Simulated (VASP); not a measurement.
# Settings for Bi: self-consistent run

Bi, P1 (no. 1), 36 atoms in the cell. PBEsol; PAW potentials Bi_d (PBE set). VASP 6.6.1.

Wanted: energy within 2 meV/atom; forces within 0.01 eV/Å.

What the run is for: forces in a large cell; Accuracy asked: standard; Cell repeated: 3 × 3 × 2.

POSCAR:
```
Bi
1.0
   10.4657940000     -9.3977340000      0.0000000000
   10.4657940000      9.3977340000      0.0000000000
   -2.5204700000      0.0000000000      6.2271000000
Bi
36
Direct
    0.2481630000      0.2547180000      0.4239560000
    0.2523360000      0.2503070000      0.9253680000
    0.2528800000      0.5831670000      0.4312190000
    0.2469140000      0.5838030000      0.9266770000
    0.2523300000      0.9174800000      0.4295230000
    0.2489260000      0.9189880000      0.9177170000
    0.5853610000      0.2470380000      0.4235540000
    0.5860020000      0.2551370000      0.9335500000
    0.5856470000      0.5820660000      0.4337190000
    0.5864980000      0.5845060000      0.9272080000
    0.5859590000      0.9164430000      0.4302050000
    0.5852060000      0.9183270000      0.9250530000
    0.9169030000      0.2530350000      0.4296860000
    0.9178920000      0.2474520000      0.9256670000
    0.9171040000      0.5827630000      0.4212200000
[... 8 lines left out ...]
    0.0826080000      0.7469640000      0.5762600000
    0.4161170000      0.0773660000      0.0630520000
    0.4169220000      0.0786770000      0.5667250000
    0.4155750000      0.4156990000      0.0669810000
    0.4142730000      0.4149440000      0.5799780000
    0.4167330000      0.7467240000      0.0610380000
    0.4125680000      0.7530920000      0.5707480000
    0.7488740000      0.0797080000      0.0790820000
    0.7496620000      0.0802770000      0.5662410000
    0.7471030000      0.4172700000      0.0743350000
    0.7502170000      0.4175210000      0.5663470000
    0.7502870000      0.7498240000      0.0688150000
    0.7488600000      0.7484120000      0.5766320000
```

The series start from Plane-wave cutoff (eV): 280; Projection operators (LREAL): Auto, ROPT -0.00025; Precision mode (PREC): Normal; Electronic threshold (eV): 1e-5; Parallel layout: defaults; Program: vasp_std; Electronic algorithm: ALGO=Normal; Bands a block (NSIM): NSIM=4; Data layout and linear algebra: defaults. Each series keeps the choices made before it, and each single choice may use up half of a tolerance.

## Plane-wave cutoff (eV)

| Plane-wave cutoff (eV) | Energy less reference (meV/atom) | Forces, largest deviation (eV/Å) | SCF iterations | Time (s) |
|---|---|---|---|---|
| 220 | 30.7 | 0.020 | 12 | 17 |
| 240 | -2.5 | 0.016 | 12 | 19 |
| 280 | -2.3 | 0.010 | 13 | 21 |
| 320 | -0.9 | 0.006 | 13 | 26 |
| 390 (reference) | 0.0 | 0.000 | 13 | 34 |

Chosen: 390; the next looser run is off by more than half of the tolerance, so convergence isn't shown beyond this value.

## Projection operators (LREAL)

| Projection operators (LREAL) | Energy less reference (meV/atom) | Forces, largest deviation (eV/Å) | SCF iterations | Time (s) |
|---|---|---|---|---|
| Auto, ROPT -0.005 | -17.2 | 0.192 | 13 | 28 |
| Auto, ROPT -0.002 | -17.2 | 0.192 | 13 | 25 |
| Auto, ROPT -0.001 | -3.6 | 0.066 | 13 | 29 |
| Auto, ROPT -0.0005 | 0.5 | 0.033 | 13 | 27 |
| Auto, ROPT -0.00025 | 0.5 | 0.002 | 13 | 34 |
| Auto, ROPT -0.0001 | -0.3 | 0.002 | 13 | 40 |
| False (reference) | 0.0 | 0.000 | 13 | 77 |

Chosen: Auto, ROPT -0.00025, the loosest value from which every tighter one stays within half of the tolerance.

## Precision mode (PREC)

| Precision mode (PREC) | Energy less reference (meV/atom) | Forces, largest deviation (eV/Å) | SCF iterations | Time (s) |
|---|---|---|---|---|
| SingleN | -0.9 | 0.041 | 13 | 31 |
| Normal | -0.1 | 0.005 | 13 | 34 |
| Accurate (reference) | 0.0 | 0.000 | 13 | 71 |

Chosen: Normal.

## Electronic threshold (eV)

| Electronic threshold (eV) | Energy less reference (meV/atom) | Forces, largest deviation (eV/Å) | SCF iterations | Time (s) |
|---|---|---|---|---|
| 0.001 | 0.0 | 0.002 | 10 | 23 |
| 0.0001 | 0.0 | 0.001 | 11 | 30 |
| 1e-5 | 0.0 | 0.001 | 13 | 34 |
| 1e-6 | 0.0 | 0.000 | 14 | 32 |
| 1e-7 (reference) | 0.0 | 0.000 | 17 | 37 |

Chosen: 0.001.

## Parallel layout

| Parallel layout | Energy less reference (meV/atom) | Forces, largest deviation (eV/Å) | SCF iterations | Time (s) |
|---|---|---|---|---|
| defaults | 0.0 | 0.000 | 10 | 23 |
| NCORE=2 | 0.0 | 0.001 | 10 | 22 |
| NCORE=4 | 0.0 | 0.001 | 10 | 18 |
| NCORE=8 | 0.0 | 0.001 | 10 | 18 |
| NPAR=2 | 0.0 | 0.001 | 10 | 19 |

Chosen: defaults; no other choice that stays within half of the tolerance saves 30 % of the time.

## Program

| Program | Energy less reference (meV/atom) | Forces, largest deviation (eV/Å) | SCF iterations | Time (s) |
|---|---|---|---|---|
| vasp_std | 0.0 | 0.000 | 10 | 23 |
| vasp_gam | 0.0 | 0.003 | 10 | 19 |

Chosen: vasp_std.

## Electronic algorithm

| Electronic algorithm | Energy less reference (meV/atom) | Forces, largest deviation (eV/Å) | SCF iterations | Time (s) |
|---|---|---|---|---|
| ALGO=Normal | 0.0 | 0.000 | 10 | 23 |
| ALGO=Fast | 0.0 | 0.003 | 11 | 21 |
| ALGO=VeryFast | 0.0 | 0.009 | 17 | 23 |
| ALGO=All ISEARCH=1 | 0.0 | 0.041 | 14 | 34 |

Chosen: ALGO=Normal.

## Bands a block (NSIM)

| Bands a block (NSIM) | Energy less reference (meV/atom) | Forces, largest deviation (eV/Å) | SCF iterations | Time (s) |
|---|---|---|---|---|
| NSIM=4 | 0.0 | 0.000 | 10 | 23 |
| NSIM=1 | 0.0 | 0.000 | 10 | 20 |
| NSIM=2 | 0.0 | 0.000 | 10 | 21 |
| NSIM=8 | 0.0 | 0.003 | 10 | 20 |
| NSIM=16 | 0.0 | 0.006 | 10 | 20 |

Chosen: NSIM=4.

## Data layout and linear algebra

| Data layout and linear algebra | Energy less reference (meV/atom) | Forces, largest deviation (eV/Å) | SCF iterations | Time (s) |
|---|---|---|---|---|
| defaults | 0.0 | 0.000 | 10 | 23 |
| LPLANE=False | 0.0 | 0.000 | 10 | 20 |
| LSCALAPACK=False | 0.0 | 0.000 | 10 | 21 |
| LSCALU=True | 0.0 | 0.000 | 10 | 33 |

Chosen: defaults.

## All choices together

| Input | Energy less reference (meV/atom) | Forces, largest deviation (eV/Å) | Time (s) |
|---|---|---|---|
| the program's defaults (naive) | -3.9 | 0.065 | 21 |
| chosen settings | 0.4 | 0.005 | 23 |
| reference settings throughout | 0.0 | 0.000 | 121 |

The chosen settings stay within the tolerance of the reference run, but the reference itself isn't shown to be converged in: Plane-wave cutoff (eV).

## The input

INCAR:
```
ALGO = Normal
EDIFF = 0.001
ENCUT = 390
GGA = PS
GGA_COMPAT = F
ISIF = 2
ISMEAR = 1
ISYM = 0
LASPH = T
LCHARG = F
LREAL = Auto
LWAVE = F
NELM = 120
NSIM = 4
PREC = Normal
ROPT = -0.00025
SIGMA = 0.1
```

KPOINTS:
```
k-points
0
Gamma
  1 1 1
```

Commands:
```
cat potpaw_PBE.64/Bi_d/POTCAR > POTCAR
mpirun -np 8 vasp_std > vasp.out
```

Limits: Only the k mesh 1 × 1 × 1 was run, so its error is untested.

The chosen input took VASP 6.6.1 23 s on 8 cores (Intel Xeon 6975P-C (Granite Rapids)), a shared host.

## An input that fails: Gamma-only program on a mesh of k points

VASP's message: You are using the Gamma-point-only version with more than one k-point or some other non-Gamma k-point.

k mesh: 1 × 1 × 1 becomes 2 × 2 × 2.

Changes against the starting input:
```
- NELM = 120
+ NELM = 59
- vasp_std
+ vasp_gam
(KPOINTS)
-k-points
+Automatic mesh
-  1 1 1
+  2 2 2
+  0 0 0
```
